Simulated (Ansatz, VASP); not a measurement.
Two plane-wave programs on RbBr

The input INCAR:

```
SYSTEM = RbBr
PREC     = Accurate       ! precision mode
ENCUT    = 520            ! plane-wave cutoff, eV
EDIFF    = 1E-7           ! SCF threshold, eV
ISMEAR   = 0              ! smearing method
SIGMA    = 0.1            ! smearing width, eV
LREAL    = .False.        ! projectors in reciprocal space
LASPH    = .True.         ! aspherical terms in the spheres
NELM     = 100            ! most SCF steps
ALGO     = Normal         ! electronic algorithm
ISIF     = 2              ! what is computed and relaxed
LWAVE    = .False.        ! write WAVECAR
LCHARG   = .True.         ! write CHGCAR
GGA      = PE             ! functional
LELF     = .True.         ! ELF
LVHAR    = .True.       
NBANDS   = 15             ! bands
```

Contents of KPOINTS:

```
Automatic mesh
0
Gamma
  4 4 4
  0 0 0
```

POSCAR

```
RbBr
1.0
    0.0000000000      3.4270000000      3.4270000000
    3.4270000000      0.0000000000      3.4270000000
    3.4270000000      3.4270000000      0.0000000000
Rb Br
1 1
Direct
    0.0000000000      0.0000000000      0.0000000000
    0.5000000000      0.5000000000      0.5000000000
```

Input for Ansatz:

```yaml
crystal:
  lattice:
    - [0.0, 3.427, 3.427]
    - [3.427, 0.0, 3.427]
    - [3.427, 3.427, 0.0]
  atoms:
    - { symbol: Rb, position: [0.0, 0.0, 0.0] }
    - { symbol: Br, position: [0.5, 0.5, 0.5] }
basis:
  ecutwfc: 420
kpoints:
  mp_grid: { grid: [4, 4, 4] }
hamiltonian:
  xc: pbe
scf:
  occupations: { method: gaussian, width: 0.1 }
output:
  forces: true
  stress: true
  eigenvalues: true
```

Alike in both runs: task single point; functional PBE; k mesh 4 × 4 × 4; occupations gaussian, width 0.1 eV; no spin polarisation.

|  | VASP | Ansatz |
| --- | --- | --- |
| version | VASP 6.6.1 | Ansatz 0.2.0 |
| potentials or method | VASP PAW PBE potentials, release 64 (Rb_sv, Br) | scalar-relativistic, plane waves, PAW |
| plane-wave cutoff (eV) | 520 | 420 |
| valence electrons in the cell | 16 | 16 |

```csv
,VASP,Ansatz,Ansatz less VASP
gap on the k mesh at the Fermi level (eV),4.36,4.36,+0.002
least direct gap on the mesh (eV),4.36,4.36,+0.002
pressure (GPa),1.0,1.0,-0.03
```

The functional is the same, so the differences come from potentials, cutoffs and numerics.

As with any semilocal functional, this PBE gap is likely too small.
